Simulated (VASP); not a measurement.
# ZrS (Fm-3m) in VASP: single point with r2SCAN

Aim: the single point of ZrS with r2SCAN.

Program: VASP 6.6.1. These are calculated values, not measurements. Logs are shortened: lines on timing, memory, paths and dates and some standing lists are left out, and cuts for length are marked.

### Step 1. The structure

The structure is cubic, space group Fm-3m (No. 225). Conventional cell: a = 5.141 Å, b = 5.141 Å, c = 5.141 Å, α = 90.00°, β = 90.00°, γ = 90.00°. Around Zr (site symmetry m-3m) lie 6 S at 2.57 Å. Around S (site symmetry m-3m) lie 6 Zr at 2.57 Å.

The cell was built by a generator and needn't be a form met in nature.

### Step 2. Single point, r2SCAN

POSCAR reads:

```
ZrS
1.0
    0.0000000000      2.5704840000      2.5704840000
    2.5704840000      0.0000000000      2.5704840000
    2.5704840000      2.5704840000      0.0000000000
Zr S
1 1
Direct
    0.0000000000      0.0000000000      0.0000000000
    0.5000000000      0.5000000000      0.5000000000
```

INCAR.step1 reads:

```
  PREC = Accurate
  ENCUT = 520
  ISMEAR = -5
  SIGMA = 0.0227
  LREAL = False
  LASPH = True
  NELM = 60
  LMAXMIX = 4
  NBANDS = 16
  GGA = PE
  ALGO = Normal
  EDIFF = 1E-4
  LWAVE = True
  LCHARG = False
```

INCAR.step2 reads:

```
  PREC = Accurate
  ENCUT = 520
  EDIFF = 1E-6
  ISMEAR = -1
  SIGMA = 0.0227
  LREAL = False
  LASPH = True
  NELM = 60
  ALGO = Normal
  ISIF = 2
  LWAVE = False
  LCHARG = False
  LMAXMIX = 4
  METAGGA = R2SCAN
  LMIXTAU = True
  LORBIT = 11
  NBANDS = 16
  ISTART = 1
```

KPOINTS reads:

```
regular mesh
0
Gamma
  11 11 11
```

Potentials or basis: VASP PAW PBE potentials, release 64 (Zr_sv, S).

The run is started by

```console
cat potpaw_PBE.64/Zr_sv/POTCAR potpaw_PBE.64/S/POTCAR > POTCAR
cp INCAR.step1 INCAR
mpirun -np 1 vasp_std > vasp.out
cp INCAR.step2 INCAR
mpirun -np 1 vasp_std > vasp.out
```

OUTCAR:

```text
PREC = Accurate
   ENCUT = 520
   EDIFF = 1E-6
   ISMEAR = -1
   LREAL = False
   LASPH = True
   NELM = 60
   ISIF = 2
   METAGGA = R2SCAN
   LORBIT = 11
   ISTART = 1

 ion  position               nearest neighbor table
   1  0.000  0.000  0.000-   2 2.57   2 2.57   2 2.57   2 2.57   2 2.57   2 2.57
   2  0.500  0.500  0.500-   1 2.57   1 2.57   1 2.57   1 2.57   1 2.57   1 2.57

  LATTYP: Found a face centered cubic cell.
 ALAT       =     5.1409680000

  Lattice vectors:

 A1 = (   0.0000000000,   2.5704840000,   2.5704840000)
 A2 = (   2.5704840000,   0.0000000000,   2.5704840000)
 A3 = (   2.5704840000,   2.5704840000,   0.0000000000)

Analysis of symmetry for initial positions (statically):
=====================================================================
 Subroutine PRICEL returns:
 Original cell was already a primitive cell.

 Routine SETGRP: Setting up the symmetry group for a
 face centered cubic supercell.

 Subroutine GETGRP returns: Found 48 space group operations
 (whereof 48 operations were pure point group operations)
 out of a pool of 48 trial point group operations.

The static configuration has the point symmetry O_h .

Analysis of symmetry for dynamics (positions and initial velocities):
=====================================================================
 Subroutine PRICEL returns:
 Original cell was already a primitive cell.

 Routine SETGRP: Setting up the symmetry group for a
 face centered cubic supercell.

 Subroutine GETGRP returns: Found 48 space group operations
 (whereof 48 operations were pure point group operations)
 out of a pool of 48 trial point group operations.

The dynamic configuration has the point symmetry O_h .

 Subroutine INISYM returns: Found 48 space group operations
 (whereof 48 operations are pure point group operations),
 and found     1 'primitive' translations

----------------------------------------------------------------------------------------

                                     Primitive cell

  volume of cell :      33.9684

  direct lattice vectors                    reciprocal lattice vectors
     0.000000000  2.570484000  2.570484000    -0.194515897  0.194515897  0.194515897
     2.570484000  0.000000000  2.570484000     0.194515897 -0.194515897  0.194515897
     2.570484000  2.570484000  0.000000000     0.194515897  0.194515897 -0.194515897

  length of vectors
     3.635213335  3.635213335  3.635213335     0.336911416  0.336911416  0.336911416

  position of ions in fractional coordinates (direct lattice)
     0.000000000  0.000000000  0.000000000
     0.500000000  0.500000000  0.500000000

  ion indices of the primitive-cell ions
   primitive index   ion index
                 1           1
                 2           2

----------------------------------------------------------------------------------------

 KPOINTS: regular mesh

Automatic generation of k-mesh.
 Grid dimensions read from file:
 generate k-points for:   11   11   11

 Generating k-lattice:

  Cartesian coordinates                     Fractional coordinates (reciprocal lattice)
    -0.017683263  0.017683263  0.017683263     0.090909091  0.000000000  0.000000000
     0.017683263 -0.017683263  0.017683263     0.000000000  0.090909091  0.000000000
     0.017683263  0.017683263 -0.017683263     0.000000000  0.000000000  0.090909091

  Length of vectors
     0.030628311  0.030628311  0.030628311

  Shift w.r.t. Gamma in fractional coordinates (k-lattice)
     0.000000000  0.000000000  0.000000000

 Subroutine IBZKPT returns following result:
 ===========================================

 Found     56 irreducible k-points:

 Following reciprocal coordinates:
            Coordinates               Weight
  0.000000  0.000000  0.000000      1.000000
  0.090909  0.000000  0.000000      8.000000
  0.181818  0.000000  0.000000      8.000000
  0.272727  0.000000  0.000000      8.000000
  0.363636  0.000000  0.000000      8.000000
  0.454545  0.000000  0.000000      8.000000
[... 16 lines left out ...]
 -0.272727  0.181818  0.000000     24.000000
 -0.181818  0.181818  0.000000     12.000000
 [... further k-points ...]
   k-points           NKPTS =     56   k-points in BZ     NKDIM =     56   number of bands    NBANDS=     16
   number of dos      NEDOS =    301   number of ions     NIONS =      2
   total plane-waves  NPLWV =  21952
   dimension x,y,z NGX =    28 NGY =   28 NGZ =   28
   dimension x,y,z NGXF=    56 NGYF=   56 NGZF=   56
   ions per type =               1   1
   NGX,Y,Z   is equivalent  to a cutoff of  12.80, 12.80, 12.80 a.u.
   NGXF,Y,Z  is equivalent  to a cutoff of  25.61, 25.61, 25.61 a.u.
 SYSTEM =  unknown system
   PREC   = accura    normal or accurate (medium, high low for compatibility)
   ISTART =      1    job   : 0-new  1-cont  2-samecut
   ICHARG =      0    charge: 1-file 2-atom 10-const
   ISPIN  =      1    spin polarized calculation?
   LNONCOLLINEAR =      F non collinear calculations
   LSORBIT =      F    spin-orbit coupling
   LASPH  =      T    aspherical Exc in radial PAW
   ENCUT  =  520.0 eV  38.22 Ry    6.18 a.u.   6.76  6.76  6.76*2*pi/ulx,y,z
   NELM   =     60;   NELMIN=  2; NELMDL=  0     # of ELM steps
   EDIFF  = 0.1E-05   stopping-criterion for ELM
   LREAL  =      F    real-space projection
   EDIFFG = 0.1E-04   stopping-criterion for IOM
   NSW    =      0    number of steps for IOM
   IBRION =     -1    ionic relax: 0-MD 1-quasi-New 2-CG
   NFREE  =      0    steps in history (QN), initial steepest desc. (CG)
   ISIF   =      2    stress and relaxation
   ISYM   =      2    0-nonsym 1-usesym 2-fastsym
   POTIM  = 0.5000    time-step for ionic-motion
   TEBEG  =    0.0;   TEEND  =   0.0 temperature during run
   PSTRESS=    0.0 pullay stress
   NELECT =      18.0000    total number of electrons
   NUPDOWN=      -1.0000    fix difference up-down
   EMIN   =  10.00;   EMAX   =-10.00  energy-range for DOS
   EFERMI =   0.00;   METHOD = LEGACY
   ISMEAR =    -1;   SIGMA  =   0.02  broadening in eV -4-tet -1-fermi 0-gaus
   EFERMI_NEDOS =   21; number of points for ismear=-14 and -15
   IALGO  =     38    algorithm
   IMIX   =      4    mixing-type and parameters
     AMIX     =   0.40;   BMIX     =  1.00
     AMIX_MAG =   1.60;   BMIX_MAG =  1.00
  volume/ion in A,a.u.               =      16.98       114.61
  Fermi-wavevector in a.u.,A,eV,Ry     =   1.324771  2.503454 23.878467  1.755018
  Thomas-Fermi vector in A             =   2.454281
   LORBIT       =     11    0 simple, 1 ext, 2 COOP (PROOUT), +10 PAW based schemes
   METAGGA = R2SCAN    functional components
   LHFCALC =     F    Hartree Fock is set to
   AEXX    =    0.0000 exact exchange contribution
   IVDW    =     0    specifies the selected vdW correction
   LEPSILON=     F    determine dielectric tensor
   LRPA    =     F    only Hartree local field effects (RPA)
 non-spin polarized calculation
  energy-cutoff  :      520.00
  volume of cell :       33.97
 maximum number of plane-waves:       941
   NGX = 13   NGY = 13   NGZ = 13

 number of electron      17.9999999 magnetization

 Free energy of the ion-electron system (eV)
  ---------------------------------------------------
  ext. energy  EPLUGINS =         0.00000000
  ---------------------------------------------------
  free energy    TOTEN  =       -33.83578578 eV

  energy without entropy =      -33.83333291  energy(sigma->0) =      -33.83455935

 E-fermi :  11.7492     XC(G=0): -12.3071

 val. band max:       11.7458546626   @ k =  -0.4545   0.1818   0.0000
 cond. band min:      11.7646506038   @ k =   0.2727   0.1818   0.0000
 fundamental gap:      0.0187959412
 Fermi energy:        11.7492445816

 k-point     1 :       0.0000    0.0000    0.0000
  band No.  band energies     occupation
      1     -39.9901      2.00000
      2     -17.2744      2.00000
      3     -17.2744      2.00000
      4     -17.2744      2.00000
      5      -5.3641      2.00000
      6       7.7367      2.00000
[... 8 lines left out ...]
     15      19.4577      0.00000
     16      24.8412      0.00000

 k-point     2 :       0.0909    0.0000    0.0000
  band No.  band energies     occupation
      1     -39.9871      2.00000
      2     -17.3138      2.00000
      3     -17.2775      2.00000
      4     -17.2775      2.00000
      5      -5.2407      2.00000
      6       7.1057      2.00000
[... 8 lines left out ...]
     15      19.8341      0.00000
     16      24.1735      0.00000

 k-point     3 :       0.1818    0.0000    0.0000
  band No.  band energies     occupation
      1     -39.9791      2.00000
      2     -17.4174      2.00000
      3     -17.2856      2.00000
      4     -17.2856      2.00000
      5      -4.8976      2.00000
      6       5.8673      2.00000
[... 8 lines left out ...]
     15      20.5202      0.00000
     16      23.1668      0.00000

 k-point     4 :       0.2727    0.0000    0.0000
  band No.  band energies     occupation
      1     -39.9685      2.00000
      2     -17.5489      2.00000
      3     -17.2962      2.00000
      4     -17.2962      2.00000
      5      -4.4124      2.00000
      6       4.6069      2.00000
[... 8 lines left out ...]
     15      20.6178      0.00000
     16      21.4362      0.00000
[... 324 lines left out ...]
 k-point    22 :      -0.3636    0.1818    0.0000
  band No.  band energies     occupation
      1     -39.9496      2.00000
      2     -17.6645      2.00000
      3     -17.4044      2.00000
      4     -17.3220      2.00000
      5      -3.7827      2.00000
      6       3.4940      2.00000
[... 8 lines left out ...]
     15      19.4368      0.00000
     16      20.0383      0.00000

 k-point    23 :      -0.2727    0.1818    0.0000
  band No.  band energies     occupation
      1     -39.9561      2.00000
      2     -17.6071      2.00000
      3     -17.3959      2.00000
      4     -17.3038      2.00000
      5      -4.0105      2.00000
      6       3.8212      2.00000
[... 8 lines left out ...]
     15      19.9255      0.00000
     16      20.7175      0.00000

 k-point    24 :      -0.1818    0.1818    0.0000
  band No.  band energies     occupation
      1     -39.9650      2.00000
      2     -17.5337      2.00000
      3     -17.3639      2.00000
      4     -17.2889      2.00000
      5      -4.3481      2.00000
      6       4.4221      2.00000
[... 8 lines left out ...]
     15      20.5270      0.00000
     16      20.9808      0.00000

 [... further k-points ...]

------------------------ aborting loop because EDIFF is reached ----------------------------------------

  FORCE on cell =-STRESS in cart. coord.  units (eV):
  Direction    XX          YY          ZZ          XY          YZ          ZX
  --------------------------------------------------------------------------------------
  -------------------------------------------------------------------------------------
  Total        1.6071937      1.6071937      1.6071937      0.0000000     -0.0000000     -0.0000000
  in kB       75.8060872     75.8060872     75.8060872      0.0000000     -0.0000000     -0.0000000
  external PRESSURE =      75.8060872 kB  Pullay stress =       0.0000000 kB

 VOLUME and BASIS-vectors are now :
 -----------------------------------------------------------------------------
  energy-cutoff  :      520.00
  volume of cell :       33.97
      direct lattice vectors                 reciprocal lattice vectors
     0.000000000  2.570484000  2.570484000    -0.194515897  0.194515897  0.194515897
     2.570484000  0.000000000  2.570484000     0.194515897 -0.194515897  0.194515897
     2.570484000  2.570484000  0.000000000     0.194515897  0.194515897 -0.194515897

 POSITION                                       TOTAL-FORCE (eV/Angst)
 -----------------------------------------------------------------------------------
      0.00000      0.00000      0.00000         0.000000      0.000000      0.000000
      2.57048      2.57048      2.57048        -0.000000      0.000000     -0.000000
 -----------------------------------------------------------------------------------
    total drift:                                0.000000      0.000000      0.000000

  FREE ENERGIE OF THE ION-ELECTRON SYSTEM (eV)
  ---------------------------------------------------
  free  energy   TOTEN  =       -33.8357857812 eV

  energy  without entropy=      -33.8333329116  energy(sigma->0) =      -33.83455935

 total charge

# of ion       s       p       d       tot
------------------------------------------
    1        2.127   5.980   1.750   9.858
    2        1.301   2.528   0.000   3.829
--------------------------------------------------
tot          3.428   8.508   1.750  13.687
```

Run time: 85 s. Hardware: 1 thread of AMD EPYC 9R14 (Zen 4), shared host; peak memory 0.15 GiB.

Results:

- Free energy: -33.8358 eV
- Pressure: 7.6 GPa
- Band gap on the k mesh: none (metal or under the smearing width)
- Valence electrons inside the program's atomic spheres: Zr 9.86; S 3.83

Caveat: the PAW data sets were made with another functional, which shifts forces and pressure a little.
